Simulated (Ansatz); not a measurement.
Density of states of Zn2InGaO5 (P6_3/mmc, a = 3.303 Å, b = 3.303 Å, c = 22.358 Å, α = 90.00°, β = 90.00°, γ = 120.00°), in states per eV and primitive cell, averaged over bins of 0.5 eV. Theory: Ansatz 0.2.0, DFT PBEsol, scalar-relativistic, plane waves, PAW.

Settings: cutoff 420 eV, Γ-centred mesh 12×12×2 on the computed 18-atom cell, Gaussian smearing of 0.02 eV; no spin polarisation.

The cell is relaxed at this level. The states (both spins) are summed by tetrahedra on a 18×18×3 mesh at the self-consistent density. Energies are bin centres; the table starts no lower than −8 eV and ends at 6 eV, or lower where the solved bands end.

The gap is 1.24 eV at this level, with the zero inside it.

| E − E_F (eV) | total | O 2p | Zn 3d | Zn 4s | In 5s | O 2s |
| --- | --- | --- | --- | --- | --- | --- |
| -7.60 | 3.68 | 2.15 | 0.22 | 0.02 | 0.01 | 0.11 |
| -7.10 | 1.70 | 0.98 | 0.14 | 0.02 | 0.00 | 0.07 |
| -6.60 | 1.55 | 0.87 | 0.22 | 0.02 | 0.00 | 0.05 |
| -6.10 | 14.77 | 7.24 | 4.62 | 0.44 | 1.19 | 0.19 |
| -5.60 | 27.28 | 10.14 | 14.81 | 0.88 | 0.15 | 0.17 |
| -5.10 | 19.85 | 6.11 | 12.26 | 0.42 | 0.22 | 0.14 |
| -4.60 | 31.32 | 5.15 | 24.71 | 0.26 | 0.21 | 0.18 |
| -4.10 | 12.68 | 4.97 | 6.27 | 0.26 | 0.21 | 0.21 |
| -3.60 | 13.08 | 6.85 | 4.35 | 0.41 | 0.18 | 0.31 |
| -3.10 | 12.30 | 8.09 | 2.47 | 0.35 | 0.11 | 0.32 |
| -2.60 | 10.58 | 7.76 | 1.70 | 0.10 | 0.04 | 0.16 |
| -2.10 | 13.15 | 10.18 | 1.89 | 0.09 | 0.01 | 0.17 |
| -1.60 | 14.63 | 11.54 | 2.15 | 0.07 | 0.01 | 0.14 |
| -1.10 | 20.55 | 16.85 | 2.95 | 0.02 | 0.01 | 0.05 |
| -0.60 | 2.90 | 2.25 | 0.58 | 0.00 | 0.00 | 0.00 |
| -0.10 | 0.00 | 0.00 | 0.00 | 0.00 | 0.00 | 0.00 |
| 0.40 | 0.00 | 0.00 | 0.00 | 0.00 | 0.00 | 0.00 |
| 0.90 | 0.08 | 0.01 | 0.00 | 0.02 | 0.01 | 0.02 |
| 1.40 | 0.23 | 0.04 | 0.00 | 0.05 | 0.04 | 0.06 |
| 1.90 | 0.39 | 0.09 | 0.00 | 0.07 | 0.06 | 0.09 |
| 2.40 | 0.65 | 0.17 | 0.00 | 0.11 | 0.08 | 0.13 |
| 2.90 | 0.99 | 0.27 | 0.00 | 0.13 | 0.12 | 0.19 |
| 3.40 | 1.31 | 0.36 | 0.00 | 0.14 | 0.16 | 0.23 |
| 3.90 | 1.85 | 0.50 | 0.00 | 0.22 | 0.20 | 0.31 |
| 4.40 | 2.89 | 0.75 | 0.00 | 0.36 | 0.31 | 0.41 |
| 4.90 | 5.58 | 1.30 | 0.01 | 0.74 | 0.94 | 0.57 |
| 5.40 | 6.68 | 1.34 | 0.01 | 1.19 | 1.08 | 0.56 |

The columns after the total are the main Löwdin projections on the occupied valence shells of the potentials; 5 others are left out. The rest of the total lies in those, in shells that are empty in the free atom, which aren't projected, and between the atoms.

Whether Zn2InGaO5 exists in this form wasn't checked.

Cost: 1 run of about 6.6 core-minutes, on Arm Neoverse V1 (shared hosts).